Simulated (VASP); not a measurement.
# Se (R-3m) in VASP: settings compared, part 2 of 2

VASP 6.6.1. Earlier steps stand in the parts before.

## (4) Relaxation of cell and atoms, LDA, target pressure 148 GPa, at which the enthalpy is minimised

This run uses another cell than the first one, of 11.28 Å³/atom, 0.500 times its volume.

Contents of INCAR:

```
PREC     = Accurate       # precision mode
ENCUT    = 600            # plane-wave cutoff, eV
EDIFF    = 1E-7           # SCF threshold, eV
ISMEAR   = 0              # smearing method
SIGMA    = 0.03           # smearing width, eV
LREAL    = F              # projectors in reciprocal space
LASPH    = T              # aspherical terms in the spheres
NELM     = 80             # most SCF steps
ALGO     = Normal         # electronic algorithm
ISIF     = 3              # what is computed and relaxed
LWAVE    = F              # write WAVECAR
LCHARG   = F              # write CHGCAR
IBRION   = 2              # ionic algorithm
NSW      = 90             # ionic steps
EDIFFG   = -0.005         # ionic threshold
PSTRESS  = 1480.0
```

Contents of KPOINTS:

```
Automatic mesh
0
Gamma
  15 15 13
```

Contents of POSCAR:

```
Se                                      
1.0
    2.0058441924      1.1580746848      0.8091264390
   -2.0058441924      1.1580746848      0.8091264390
    0.0000000000     -2.3161493697      0.8091264390
  Se            
     1
Direct
     0.0000000000000000    0.0000000000000000    0.0000000000000000
```

The run is started by

```bash
$ cat potpaw_LDA.64/Se/POTCAR > POTCAR
$ mpirun -np 1 vasp_std > vasp.out
```

Wall time 47 s (1 thread of Intel Xeon Platinum 8488C (Sapphire Rapids), shared host); peak memory 0.19 GiB.

The run converged. Its results:

```
Free energy                                            : -1.4888 eV
Relaxed volume                                         : 11.28 Å³/atom
Relaxed cell                                           : a = 2.453 Å, b = 2.453 Å, c = 2.453 Å, α = 109.68°, β = 109.68°, γ = 109.68°
Space group after relaxing (to 0.05 Å)                 : Im-3m (No. 229)
Energy change on relaxing (the enthalpy is what falls) : -1.3 meV/atom
Ionic steps                                            : 3
Pressure after relaxing                                : 148.0 GPa
Band gap on the k mesh                                 : none (metal or under the smearing width)
```

The path:
| step | energy change (eV) | largest force (eV/Å) | pressure (GPa) | volume (Å³) |
| --- | --- | --- | --- | --- |
| 1 | 0.0000 | 0.0000 | 148.03 | 11.28 |
| 2 | -0.0032 | 0.0000 | 147.85 | 11.28 |
| 3 | -0.0013 | 0.0000 | 147.96 | 11.28 |

Final structure:
```
Se
1.0
     2.00585    1.15808    0.80922
    -2.00585    1.15808    0.80922
     0.00000   -2.31615    0.80922
Se
1
Direct
  0.00000 0.00000 0.00000
```

Levels at points of the mesh, in eV from the Fermi level:
| k point | band 1 | band 2 | band 3 | band 4 | band 5 | band 6 | band 7 |
| --- | --- | --- | --- | --- | --- | --- | --- |
| (0.00, 0.00, 0.00) | -23.69 | 7.17 | 7.17 | 7.52 | 13.89 | 14.09 | 14.09 |

Caveat: the cell is relaxed towards a set pressure, so the enthalpy falls and the energy may rise.

## (5) Relaxation of cell and atoms, PBE, target pressure 125 GPa, at which the enthalpy is minimised

This run uses another cell than the first one, of 11.32 Å³/atom, 0.502 times its volume.

Contents of INCAR:

```
PREC = Accurate
ENCUT = 600
EDIFF = 1E-6
ISMEAR = 0
SIGMA = 0.03
LREAL = False
LASPH = True
NELM = 80
ALGO = Normal
ISIF = 3
LWAVE = False
LCHARG = False
GGA = PE
IBRION = 2
NSW = 90
EDIFFG = -0.01
PSTRESS = 1250.0
```

KPOINTS is that of step 4.

Contents of POSCAR:

```
Se
1.0
    1.9250000000      1.1113992682      0.8816666667
   -1.9250000000      1.1113992682      0.8816666667
    0.0000000000     -2.2227985364      0.8816666667
Se
1
Direct
    0.0000000000      0.0000000000      0.0000000000
```

Potentials or basis: VASP PAW PBE potentials, release 64 (Se).

The run is started by

```bash
$ cat potpaw_PBE.64/Se/POTCAR > POTCAR
$ mpirun -np 1 vasp_std > vasp.out
```

OUTCAR:

```text
PREC = Accurate
   ENCUT = 600
   EDIFF = 1E-6
   ISMEAR = 0
   LREAL = False
   LASPH = True
   NELM = 80
   ISIF = 3
   GGA = PE
   IBRION = 2
   NSW = 90
   EDIFFG = -0.01
   PSTRESS = 1250.0

 ion  position               nearest neighbor table
   1  0.000  0.000  0.000-

  LATTYP: Found a trigonal (rhomboedric) cell.
 ALAT       =     2.3912694211
 COS(alpha) =    -0.2960878603

  Lattice vectors:

 A1 = (   1.9250000000,   1.1113992682,   0.8816666667)
 A2 = (  -1.9250000000,   1.1113992682,   0.8816666667)
 A3 = (   0.0000000000,  -2.2227985364,   0.8816666667)

Analysis of symmetry for initial positions (statically):
=====================================================================
 Subroutine PRICEL returns:
 Original cell was already a primitive cell.

 Routine SETGRP: Setting up the symmetry group for a
 trigonal (rhombohedral) supercell.

 Subroutine GETGRP returns: Found 12 space group operations
 (whereof 12 operations were pure point group operations)
 out of a pool of 12 trial point group operations.

The static configuration has the point symmetry D_3d.

Analysis of symmetry for dynamics (positions and initial velocities):
=====================================================================
 Subroutine PRICEL returns:
 Original cell was already a primitive cell.

 Routine SETGRP: Setting up the symmetry group for a
 trigonal (rhombohedral) supercell.

 Subroutine GETGRP returns: Found 12 space group operations
 (whereof 12 operations were pure point group operations)
 out of a pool of 12 trial point group operations.

The dynamic configuration has the point symmetry D_3d.

 Subroutine INISYM returns: Found 12 space group operations
 (whereof 12 operations are pure point group operations),
 and found     1 'primitive' translations

----------------------------------------------------------------------------------------

                                     Primitive cell

  volume of cell :      11.3177
[... 146 lines left out ...]
   NGX =  9   NGY =  9   NGZ =  9

--------------------------------------- Ionic step        1  -------------------------------------------

 number of electron       6.0000000 magnetization

 Free energy of the ion-electron system (eV)
  ---------------------------------------------------
  ext. energy  EPLUGINS =         0.00000000
  ---------------------------------------------------
  free energy    TOTEN  =        -0.26533099 eV

  energy without entropy =       -0.26509103  energy(sigma->0) =       -0.26521101

------------------------ aborting loop because EDIFF is reached ----------------------------------------

  FORCE on cell =-STRESS in cart. coord.  units (eV):
  Direction    XX          YY          ZZ          XY          YZ          ZX
  --------------------------------------------------------------------------------------
  -------------------------------------------------------------------------------------
  Total       11.4898304     11.4898304     11.1645221     -0.0000000      0.0000000      0.0000000
  in kB     1626.5510090   1626.5510090   1580.4989402     -0.0000000      0.0000000      0.0000000
  external PRESSURE =     361.2003194 kB  Pullay stress =    1250.0000000 kB
[... 24 lines left out ...]
--------------------------------------- Ionic step        2  -------------------------------------------

 number of electron       6.0000001 magnetization

 E-fermi :   8.7735     XC(G=0): -11.7088

 val. band max:        8.7699864627   @ k =  -0.2000  -0.4000   0.3846
 cond. band min:       8.7764905614   @ k =  -0.3333   0.2000   0.3846
 fundamental gap:      0.0065040987
 Fermi energy:         8.7735228981

 k-point     1 :       0.0000    0.0000    0.0000
  band No.  band energies     occupation
      1      -9.8738      2.00000
      2      12.0659      0.00000
      3      13.5109      0.00000
      4      13.5109      0.00000
      5      20.6754      0.00000
      6      20.6754      0.00000
      7      21.6251      0.00000
[... 299 lines left out ...]
  energy  without entropy=       -1.0130287232  energy(sigma->0) =       -1.01314940

  enthalpy is  TOTEN    =         8.4865064385 eV   P V=        9.4997765108

[... ionic steps 4 to 20 ...]

--------------------------------------- Ionic step       21  -------------------------------------------

 number of electron       5.9999999 magnetization

------------------------ aborting loop because EDIFF is reached ----------------------------------------
[... 69 lines left out ...]
--------------------------------------- Ionic step       23  -------------------------------------------

 number of electron       5.9999999 magnetization

 Free energy of the ion-electron system (eV)
  ---------------------------------------------------
  ext. energy  EPLUGINS =         0.00000000
  ---------------------------------------------------
  free energy    TOTEN  =        -0.89199707 eV

  energy without entropy =       -0.89181918  energy(sigma->0) =       -0.89190812

 E-fermi :  13.7578     XC(G=0): -13.1562

 val. band max:       13.7574392041   @ k =  -0.2000   0.2000   0.1538
 cond. band min:      13.7695348261   @ k =  -0.4000  -0.0000   0.4615
 fundamental gap:      0.0120956220
 Fermi energy:        13.7578319645

 k-point     1 :       0.0000    0.0000    0.0000
  band No.  band energies     occupation
      1      -8.9212      2.00000
      2      20.4467      0.00000
      3      20.4467      0.00000
      4      20.7020      0.00000
      5      27.4112      0.00000
      6      27.5662      0.00000
      7      27.5662      0.00000
[... 262 lines left out ...]
  energy  without entropy=       -0.8918191779  energy(sigma->0) =       -0.89190812

  enthalpy is  TOTEN    =         8.4693577775 eV   P V=        9.3613548460

 reached required accuracy - stopping structural energy minimisation
```

Wall time 5.4 min (1 thread of AMD EPYC 9R45 (Zen 5), shared host); peak memory 0.17 GiB.

Results:

- Free energy: -0.8920 eV
- Relaxed volume: 12.00 Å³/atom
- Relaxed cell: a = 2.503 Å, b = 2.503 Å, c = 2.503 Å, α = 109.63°, β = 109.63°, γ = 109.63°
- Space group after relaxing (to 0.05 Å): Im-3m (No. 229)
- Energy change on relaxing (the enthalpy is what falls): -626.7 meV/atom
- Ionic steps: 23
- Pressure after relaxing: 125.0 GPa
- Band gap on the k mesh: none (metal or under the smearing width)

Step by step:
```tsv
step	energy change (eV)	largest force (eV/Å)	pressure (GPa)	volume (Å³)
1	0.0000	0.0000	161.12	11.32
2	-2.3478	0.0000	30.88	16.03
3	-0.7479	0.0000	119.99	12.18
4	-0.6613	0.0000	124.68	12.06
5	-0.6494	0.0000	125.35	12.05
6	-0.6487	0.0000	125.30	12.05
7	-0.6466	0.0000	125.24	12.04
8	-0.6429	0.0000	125.22	12.04
9	-0.6344	0.0000	125.23	12.02
10	-0.6041	0.0000	126.07	11.98
11	-0.5083	0.0000	131.52	11.86
12	-0.5870	0.0000	126.94	11.95
13	-0.5564	0.0000	128.93	11.91
14	-0.5702	0.0000	128.15	11.93
15	-0.5611	0.0000	128.67	11.92
16	-0.5621	0.0000	128.63	11.92
17	-0.5652	0.0000	128.45	11.92
18	-0.5713	0.0000	128.11	11.93
19	-0.5740	0.0000	128.01	11.93
20	-0.5819	0.0000	127.53	11.94
21	-0.5976	0.0000	126.66	11.96
22	-0.6287	0.0000	124.94	12.00
23	-0.6267	0.0000	125.01	12.00
```

Final structure:
```cif
data_structure
_symmetry_space_group_name_H-M 'P 1'
_symmetry_Int_Tables_number 1
_cell_length_a 2.5030
_cell_length_b 2.5030
_cell_length_c 2.5030
_cell_angle_alpha 109.633
_cell_angle_beta 109.633
_cell_angle_gamma 109.633
_cell_volume 12.00
loop_
_atom_site_label
_atom_site_type_symbol
_atom_site_fract_x
_atom_site_fract_y
_atom_site_fract_z
_atom_site_occupancy
Se1 Se 0.00000 0.00000 0.00000 1
```

Caveat: the cell is relaxed towards a set pressure, so the enthalpy falls and the energy may rise. PBE usually gives volumes a little too large and moduli too small.

## (6) Relaxation of cell and atoms, PBE, target pressure 125 GPa, at which the enthalpy is minimised

This run uses another cell than the first one, of 12.00 Å³/atom, 0.532 times its volume.

INCAR, as its differences from that of step 5:

```diff
@@ -2,3 +2,3 @@
 ENCUT = 600
-EDIFF = 1E-6
+EDIFF = 1E-7
 ISMEAR = 0
@@ -15,3 +15,3 @@
 NSW = 90
-EDIFFG = -0.01
+EDIFFG = -0.005
 PSTRESS = 1250.0
```

KPOINTS is that of step 5.

Contents of POSCAR:

```
Se                                      
1.0
    2.0457418436      1.1811096049      0.8276505292
   -2.0457418436      1.1811096049      0.8276505292
    0.0000000000     -2.3622192099      0.8276505292
  Se            
     1
Direct
     0.0000000000000000    0.0000000000000000    0.0000000000000000
```

Potentials or basis: VASP PAW PBE potentials, release 64 (Se).

The run is started by

```bash
$ cat potpaw_PBE.64/Se/POTCAR > POTCAR
$ mpirun -np 1 vasp_std > vasp.out
```

It took 87 s on 1 thread of AMD EPYC 9R45 (Zen 5), shared host; peak memory 0.17 GiB.

The run converged. Its results:

* Free energy: -0.8929 eV
* Energy change on relaxing (the enthalpy is what falls): -0.8 meV/atom
* Ionic steps: 6
* Pressure after relaxing: 125.0 GPa
* Band gap on the k mesh: none (metal or under the smearing width)

The path:
```
step  energy change (eV)  largest force (eV/Å)  pressure (GPa)  volume (Å³)
   1              0.0000                0.0000          125.04        12.00
   2             -0.0042                0.0000          124.81        12.00
   3             -0.0015                0.0000          124.96        12.00
   4             -0.0018                0.0000          124.95        12.00
   5              0.0007                0.0000          125.08        12.00
   6             -0.0008                0.0000          125.00        12.00
```

Final structure:
```
Se
1.0
     2.04608    1.18131    0.82745
    -2.04608    1.18131    0.82745
     0.00000   -2.36261    0.82745
Se
1
Direct
  0.00000 0.00000 0.00000
```

Levels at points of the mesh, in eV from the Fermi level:
```
           k point  band 1  band 2  band 3  band 4  band 5  band 6  band 7
(0.00, 0.00, 0.00)  -22.68    6.69    6.69    6.95   13.65   13.81   13.81
```

Caveat: the cell is relaxed towards a set pressure, so the enthalpy falls and the energy may rise.

## (7) The runs side by side

```csv
level,potentials or basis,cell,target pressure,gap on the mesh (eV),pressure (GPa)
PBE,"VASP PAW PBE potentials, release 64 (Se)",relaxed,-,none,0.0
LDA,"VASP PAW LDA potentials, release 64 (Se)",relaxed to 148 GPa,148 GPa,none,148.0
PBE,"VASP PAW PBE potentials, release 64 (Se)",relaxed to 125 GPa,125 GPa,none,125.0
```

Alike in all rows: task relaxation of cell and atoms; no spin polarisation; k mesh 15 × 15 × 13; cutoff (eV) 600; smearing gaussian 0.03 eV.

Caveats: the cell is relaxed towards a set pressure, so the enthalpy falls and the energy may rise (some runs).

Absolute energies hang on the potentials; compare differences alone.
